The top of the valence band in InP is built mainly from phosphorus p orbitals. For one that points along a face diagonal of the cubic cell, the four bonds to indium divide into two strong bonds and two weak ones. At the centre of the Brillouin zone (GAMMA) the weak bonds work against the strong ones; at X they help; at L they cancel each other. Counting them, with one calculated energy to set the scale, gives a rule worth remembering: the valence top falls by about 2 eV from GAMMA to X, by roughly half of that to L, and by about 85% of it to K. The room-temperature thermal energy is only about 0.03 eV, so mobile holes stay close to GAMMA.

InP (space group F-43m, cubic cell edge 5.960 angstrom, relaxed with PAW), computed with Ansatz 0.2.0: all-electron LAPW, PBE with spin-orbit coupling, 12 × 12 × 12 k-point mesh, Fermi-Dirac smearing of 0.08 eV. Energies are measured from the valence top; at each k-point, band −1 is the highest filled and band +1 the lowest empty level, with one electron per filled band.

```csv
k-point,k in reciprocal vectors,band -4 (eV),band -3 (eV),band -2 (eV),band -1 (eV),band +1 (eV)
GAMMA,0 0 0,0.00,0.00,0.00,0.00,0.41
X,-0.5 -0.5 0,-2.24,-2.24,-2.14,-2.14,1.82
U,-0.375 -0.375 0.25,-3.15,-3.06,-1.83,-1.83,2.35
K,-0.375 0 0.375,-3.15,-3.06,-1.83,-1.83,2.35
L,0 0 0.5,-0.99,-0.99,-0.88,-0.88,1.35
W,-0.5 -0.25 0.25,-2.85,-2.78,-2.72,-2.66,4.13
```

**Reading the levels**

The calculation includes spin-orbit coupling, and InP has no magnetic moment. Each listed band holds one electron, so an orbital level with both spin directions takes up two columns. At X and L two orbital levels would coincide but for spin-orbit coupling, which splits them by about 0.1 eV. The depth there is therefore the mean of bands −1 to −4, which gives 2.19 eV at X and 0.94 eV at L. At K the uppermost orbital level stands alone, and bands −1 and −2 put it 1.83 eV down. U is equivalent to K by symmetry and is no second test.

**Why the bonds count differently**

Take a phosphorus p orbital that points along the cube's face diagonal (1, −1, 0). Two of the four indium neighbours lie largely along its lobes and form strong bonds, mostly of sigma type. The other two lie exactly at right angles to it and are reached only by weaker, sideways pi overlap. Call the strength of one strong bond s and that of one side bond w.

At GAMMA the orbital pattern repeats unchanged from cell to cell. Parallel p orbitals that bond side by side then meet head-on with lobes of opposite sign, so the two kinds of overlap oppose each other. The total coupling between phosphorus and indium is 2s − 2w. Away from GAMMA the wave changes phase from cell to cell. For X, L and K it is taken to run at right angles to the orbital, and at X its phase reverses the side bonds relative to the strong ones. The coupling grows to 2s + 2w, and a stronger bonding coupling pushes the filled level down. At X, L and K, a side bond shifted in phase by an angle φ from the strong ones counts as −w cos φ: it takes away w when in phase, as at GAMMA, and adds w when exactly out of phase, as at X.

The valence top is thus highest at GAMMA because its bonding is weakest there. The count follows only p orbitals that symmetry keeps from mixing with s orbitals; the p orbital that points along the wave at X does mix with indium s and is expected to be pushed far below the levels listed. This assignment of orbitals and phases comes from nearest-neighbour bonding theory; the table lists energies only. If depth grows in proportion to the gain in coupling, the full gain of 4w corresponds to the depth at X. Any other point then needs only its share of 4w, and neither s nor w has to be known.

**Two points worked by hand**

At L, one side bond is in phase with the strong bonds and takes away w, while the other is exactly out of phase and adds w. Their contributions cancel and leave a coupling of 2s. The gain over GAMMA is 2w, half of the full 4w, so the estimate is 2.19/2 = 1.10 eV. The calculated depth is 0.94 eV, which makes the estimate 17% too large.

At K, both side bonds are 135° out of phase with the strong ones, one ahead and one behind. Since −cos 135° is 0.707, together they add 2w × 0.707 = 1.414w, so the gain over GAMMA is 3.414w. The share is 3.414/4 = 0.854, and the estimate is 0.854 × 2.19 = 1.87 eV. The calculated 1.83 eV is only 2% smaller.

The value at X sets the scale and is reproduced by construction, whereas L and K played no part in setting it. The rule therefore needs one known energy, measured or calculated, before it can supply the others. The GAMMA level used as zero is itself raised by spin-orbit coupling, by roughly 0.04 eV as a recalled estimate. That shift adds the same amount to the depths at X and at K, so most of it cancels between the estimate and the calculated value. It is therefore not expected to explain the small miss at K. At L only half of it cancels, and removing it would widen the miss there slightly.

**The miss at L**

The polarity of the bond can account for part of the larger miss at L. Phosphorus p levels lie below indium p levels, and a bonding level sits below their midpoint by the square root of (half their separation)² + (coupling)². This square root rises slowly while the coupling is small and more steeply later. Half of the gain in coupling therefore brings less than half of the drop in energy, which is the direction seen at L. Polarity is unlikely to be the whole cause, though: in silicon, whose bonds are not polar, L is recalled to lie above the halfway mark by a similar amount. Interactions between more distant atoms may contribute.

A second number can describe the bend empirically: subtract b × share × (1 − share) from each share, a parabola that stands in for the square root, with b = 0.29 set so that L comes out right. K then remains as a test, and its estimate becomes 1.79 eV, now 2% too small instead of 2% too large. K thus cannot decide between the two versions, and the table cannot tell how much of the bend is due to polarity. For quick work the straight rule is enough, with the reminder that L lies somewhat above the halfway mark. The printed analysis below compares both versions at every point.

**Where the rule stops**

The rule fails at W, the corner of the zone. Bond counting gives two coinciding orbital levels there, with the same coupling as at X and hence the same depth of 2.19 eV. The calculation does show four bands crowded within 0.19 eV, but their mean lies 2.75 eV down. The picture thus explains the crowding and misses the depth by more than half an eV, or 20% of the calculated value. Interactions between more distant atoms, or d orbitals (adding s orbitals between nearest neighbours is not expected to move these two levels), may supply the rest; the table cannot tell which.

The shares also belong to the uppermost valence level alone. At K the next orbital level, bands −3 and −4, is already 3.1 eV down and would need a count of its own. The lowest empty level follows a different pattern: it rises by 0.94 eV to L and by 1.41 eV to X, a ratio of two thirds, and it is higher still at K. At GAMMA this level is built mainly from s orbitals, which have no sideways lobes, so the division into strong and weak bonds does not carry over.

For the same reason the rule gives no band gap. It does explain one half of why the gap is direct: the filled level is highest at GAMMA, and the lowest empty level is lowest there among the six points, with the gap over the whole k-point mesh equal to the gap at GAMMA. The gap of 0.41 eV should not be used for design, since the measured value is roughly 1.4 eV. PBE underestimates gaps, and the cell, which it makes too large, lowers this one further.

Output of the analysis:

```
Rule with one number, energies in eV:
    row  share of X depth  depth in table  estimate  estimate less table
  GAMMA                 0               0         0                    0
      X                 1            2.19      2.19                    0
      U            0.8536            1.83     1.869              0.03928
      K            0.8536            1.83     1.869              0.03928
      L               0.5           0.935     1.095                 0.16
      W                 1           2.752      2.19              -0.5625
Rule with two numbers, energies in eV:
    row  estimate  estimate less table
  GAMMA         0                    0
      X      2.19                    0
      U     1.789             -0.04072
      K     1.789             -0.04072
      L     0.935            -1.11e-16
      W      2.19              -0.5625
Depth at X, the one number of the rule, eV: 2.19
Depth at L as a fraction of that at X: 0.4269
Depth at K as a fraction of that at X: 0.8356
Depth at W as a fraction of that at X: 1.257
One-number rule at L, error in percent: 17.11
One-number rule at K, error in percent: 2.147
One-number rule at W, error in percent: -20.44
Bend constant taken from L, no unit: 0.2922
Two-number rule at K, error in percent: -2.225
Spin-orbit splitting of the valence pair at X, eV: 0.1
Spin-orbit splitting of the valence pair at L, eV: 0.11
Spread of the four valence levels at W, eV: 0.19
Depth of the second orbital level at K, eV: 3.105
Rise of the lowest empty level from GAMMA to L, eV: 0.94
Rise of the lowest empty level from GAMMA to X, eV: 1.41
Rise of the lowest empty level from GAMMA to K, eV: 1.94
Rise at L as a fraction of that at X, lowest empty level: 0.6667
```
